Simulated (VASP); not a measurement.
# CaSe, molecular dynamics at constant energy: which settings are enough?

CaSe, Fm-3m (no. 225), 8 atoms in the cell. PBEsol, molecular dynamics; PAW potentials Se, Ca_pv (PBE set). VASP 6.6.1.

Wanted: spread of the conserved energy within 1 meV/atom; rise of the mean potential energy above the start within 2 meV/atom; mean pressure within 0.5 GPa.

Ensemble: NVE; Starting temperature (K): 600.

POSCAR:
```
CaSe
1.0
    5.9120000000      0.0000000000      0.0000000000
    0.0000000000      5.9120000000      0.0000000000
    0.0000000000      0.0000000000      5.9120000000
Se Ca
4 4
Direct
    0.5000000000      0.0000000000      0.0000000000
    0.5000000000      0.5000000000      0.5000000000
    0.0000000000      0.0000000000      0.5000000000
    0.0000000000      0.5000000000      0.0000000000
    0.0000000000      0.0000000000      0.0000000000
    0.0000000000      0.5000000000      0.5000000000
    0.5000000000      0.0000000000      0.5000000000
    0.5000000000      0.5000000000      0.0000000000
```

The series start from Time step (fs): 2; k mesh: 2 × 2 × 2; Cutoff (eV): 210; Electronic threshold (eV): 1e-5. Each series keeps the choices made before it, and each single choice may use up half of a tolerance.

## Time step (fs)

| Time step (fs) | Spread of the conserved energy (meV/atom) | Rise of the mean potential energy above the start (meV/atom) | Mean pressure (GPa) | Time (s) |
|---|---|---|---|---|
| 6 | 0.3 | 30.4 | -1.31 | 21 |
| 4 | 0.1 | 31.1 | -1.33 | 30 |
| 3 | 0.1 | 31.4 | -1.33 | 34 |
| 2 | 0.0 | 31.5 | -1.33 | 58 |
| 1 (reference) | 0.0 | 31.8 | -1.33 | 85 |

Chosen: 4, the loosest value from which every tighter one stays within half of the tolerance.

## k mesh

| k mesh | Spread of the conserved energy (meV/atom) | Rise of the mean potential energy above the start (meV/atom) | Mean pressure (GPa) | Time (s) |
|---|---|---|---|---|
| 1 × 1 × 1 | 1.9 | -109.5 | 15.20 | 16 |
| 2 × 2 × 2 | 0.1 | 31.1 | -1.33 | 30 |
| 3 × 3 × 3 | 0.1 | 30.1 | -1.01 | 34 |
| 4 × 4 × 4 (reference) | 0.1 | 30.2 | -1.04 | 58 |

Chosen: 3 × 3 × 3.

## Cutoff (eV)

| Cutoff (eV) | Spread of the conserved energy (meV/atom) | Rise of the mean potential energy above the start (meV/atom) | Mean pressure (GPa) | Time (s) |
|---|---|---|---|---|
| 160 | 0.2 | 30.6 | -2.82 | 30 |
| 190 | 0.1 | 30.1 | -1.45 | 34 |
| 210 | 0.1 | 30.1 | -1.01 | 34 |
| 250 | 0.2 | 30.1 | -0.59 | 36 |
| 280 | 0.1 | 29.9 | -0.54 | 36 |
| 310 (reference) | 0.1 | 30.2 | -0.54 | 54 |

Chosen: 250.

## Electronic threshold (eV)

| Electronic threshold (eV) | Spread of the conserved energy (meV/atom) | Rise of the mean potential energy above the start (meV/atom) | Mean pressure (GPa) | Time (s) |
|---|---|---|---|---|
| 0.001 | 0.4 | 30.2 | -0.58 | 32 |
| 0.0001 | 0.2 | 30.1 | -0.58 | 33 |
| 1e-5 | 0.2 | 30.1 | -0.59 | 36 |
| 1e-6 | 0.2 | 30.1 | -0.59 | 36 |
| 1e-7 (reference) | 0.2 | 30.1 | -0.59 | 41 |

Chosen: 0.001.

## All choices together

| Input | Spread of the conserved energy (meV/atom) | Rise of the mean potential energy above the start (meV/atom) | Mean pressure (GPa) | Time (s) |
|---|---|---|---|---|
| defaults with a 3 fs step (naive) | 1.1 | -123.8 | 15.53 | 13 |
| chosen settings | 0.4 | 30.2 | -0.58 | 32 |
| reference settings throughout | 0.0 | 31.0 | -0.58 | 266 |

The tolerance is met.

## The input

INCAR:
```
GGA = PS ; PREC = Normal
ENCUT = 250 ; EDIFF = 0.001
NELMIN = 4 ; NELM = 60
ALGO = Normal ; LREAL = Auto
LASPH = True ; ISMEAR = 0
SIGMA = 0.05 ; ISYM = 0
LWAVE = False ; LCHARG = False
IBRION = 0 ; NSW = 20
POTIM = 4.0 ; TEBEG = 600
MDALGO = 1 ; ANDERSEN_PROB = 0.0
ISIF = 2 ; RANDOM_SEED = 693300 0 0
KPAR = 4
```

KPOINTS:
```
Automatic mesh
0
Gamma
  3 3 3
  0 0 0
```

Commands:
```
cat potpaw_PBE.64/Se/POTCAR potpaw_PBE.64/Ca_pv/POTCAR > POTCAR
mpirun -np 4 vasp_std > vasp.out
```

Limits: 80 fs of 8 atoms are too short for converged averages; so short a run can't show a slow drift of the energy; NELMIN = 4 forces that many electronic steps, so a loose EDIFF looks better here than it is.

The chosen input took VASP 6.6.1 32 s on 4 cores (Intel Xeon 6975P-C (Granite Rapids)), a shared host.

## An input that fails: electronic threshold far too loose

It runs to its end, but against the unchanged starting input it is off by 3.1 meV/atom in the spread of the conserved energy, 1.5 meV/atom in the rise of the mean potential energy above the start, 0.04 GPa in the mean pressure.

Changes against the starting input:
```
- EDIFF = 1e-05
- NELMIN = 4
+ EDIFF = 0.1
```
